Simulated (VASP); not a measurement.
InP: single point with revPBE

**The experiment to reproduce.**

A printed reference work, data compilation reports, for a bulk crystal of InP at 1.6 K: band gap 1.4236 eV (direct).

The system is InP.

```
In P
1.0
     0.00000    3.00136    3.00136
     3.00136    0.00000    3.00136
     3.00136    3.00136    0.00000
In P
1 1
Direct
  0.00000 0.00000 0.00000
  0.75000 0.75000 0.75000
```

```
Program                : VASP 6.6.1
Task                   : single point
Functional             : revPBE
Potentials or basis    : VASP PAW PBE potentials, release 64 (In_d, P)
Cutoff                 : 520 eV
k mesh                 : 8 × 8 × 8
Occupations            : fermi-dirac, width 0.05 eV
Spin                   : no spin polarisation
Dipole correction      : no
Further INCAR settings : ALGO = Normal; EDIFF = 1e-06; NBANDS = 16
```

```
Pressure               : -0.1 GPa
Band gap on the k mesh : 0.42 eV, direct
```

Levels at points of the mesh, in eV from the valence-band top:
```
           k point  band 7  band 8  band 9  band 10  band 11  band 12
(0.00, 0.00, 0.00)    0.00    0.00    0.00     0.42     4.12     4.12
(0.50, 0.00, 0.00)   -5.33   -0.87   -0.87     1.40     4.83     4.83
(0.50, 0.50, 0.00)   -5.42   -2.08   -2.08     1.97     2.32     8.90
```

Wall time 23 s on 1 thread of Intel(R) Xeon(R) Platinum 8259CL CPU @ 2.50GHz (Skylake/Cascade Lake), on a shared host, peak memory 0.18 GiB.

A measured gap of InP is 1.4236 eV (direct; 1.6 K; a printed reference work, data compilation); the calculated 0.42 eV misses it by -1.01 eV. So large a miss can be the level of theory's own, or it may mean another phase, state or a wrong row. Spin-orbit coupling on In is left out. The value is that of revPBE, without temperature or zero-point motion. Semilocal functionals fall short of measured gaps as a rule.

Caveat: the PAW data sets were made with another functional, which shifts forces and pressure a little; spin-orbit coupling is left out, which moves the levels of the heavy elements.
